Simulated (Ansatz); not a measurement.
# TiAl3: response to a stretch of c alone

One table from this session's results is given with a row withheld; the runs are named, their logs left out.

Method: DFT r2SCAN, scalar-relativistic, plane waves, PAW, in Ansatz 0.2.0.

2 further runs of the same task are left out: 2 set aside as unsound or not needed.

### The starting structure

It takes space group Pm-3m (No. 221, cubic). The conventional cell has a = 3.956 Å, b = 3.956 Å, c = 3.956 Å, α = 90.00°, β = 90.00°, γ = 90.00°. Ti (site symmetry m-3m) is surrounded by 12 Al at 2.80 Å. Al (site symmetry 4/mmm) is surrounded by 4 Ti at 2.80 Å and 8 Al at 2.80 Å.

As a file:

```
CELL_PARAMETERS angstrom
3.95567 0.00000 0.00000
0.00000 3.95567 0.00000
0.00000 0.00000 3.95567
ATOMIC_POSITIONS crystal
Ti 0.00000 0.00000 0.00000
Al 0.50000 0.50000 0.00000
Al 0.50000 0.00000 0.50000
Al 0.00000 0.50000 0.50000
```

It goes back to an entry of the Materials Project, which need not be the stable form.

This cell was relaxed beforehand with the same method: volume 15.47 Å³/atom, gap on the mesh none (metal).

The unstrained cell comes from an earlier run at this level (4 atoms, E(σ→0) -4127.2520 eV, gap none (metal)).

The first run:

Input file input.yaml:

```yaml
crystal:
  lattice:
    - [3.95567125, 0.0, 0.0]
    - [0.0, 3.95567125, 0.0]
    - [0.0, 0.0, 3.876557825]
  atoms:
    - { symbol: Ti, position: [0.0, 0.0, 0.0] }
    - { symbol: Al, position: [0.5, 0.5, 0.0] }
    - { symbol: Al, position: [0.5, 0.0, 0.5] }
    - { symbol: Al, position: [0.0, 0.5, 0.5] }
basis:
  ecutwfc: 500
kpoints:
  mp_grid: { grid: [14, 14, 14] }
hamiltonian:
  xc: r2scan
scf:
  occupations: { method: gaussian, width: 0.1 }
output:
  forces: true
  stress: true
  eigenvalues: true
```

Run with:

```bash
$ ansatz run input.yaml --threads 1 --pin off --max-ram 2560MiB --backend cpu --events-out ev --progress --plain --runs-dir out
```

Steps of the session up to this table: At -2.0 %; At +2.0 %; The cell strained by -4.0 %; At +4.0 %; Strain -6.0 %; At +6.0 %.

One of the session's tables, all rows but one given; the rest of the session is left out.

Lengths are those of the vectors of the cell that was run; stresses in GPa:

```
strain (%)  ΔE (meV/atom)  c (Å)
      -6.0           39.7  3.718
      -4.0           16.9  3.797
      -2.0            4.0  3.877
      +0.0            0.0  3.956
      +2.0              ?      ?
      +4.0           14.5  4.114
      +6.0           31.3  4.193
```

Q: Estimate the row for strain (%) = +2.0 from the others.

Worked estimate for «ΔE (meV/atom)». A straight line through the neighbours (0.0, 0.0) and (4.0, 14.5) gives 0.0 + (14.5 − 0.0) × (2.0 − 0.0) / (4.0 − 0.0) = 7.2; a parabola fitted to 4 rows on both sides gives 3.8.

The run gave: ΔE (meV/atom): 3.7; c (Å): 4.035. In «ΔE (meV/atom)» the line misses by +3.5 and the parabola by +0.1.

ΔE is over the unstrained cell. Stress in GPa, positive in compression, on the Cartesian axes of the input. 
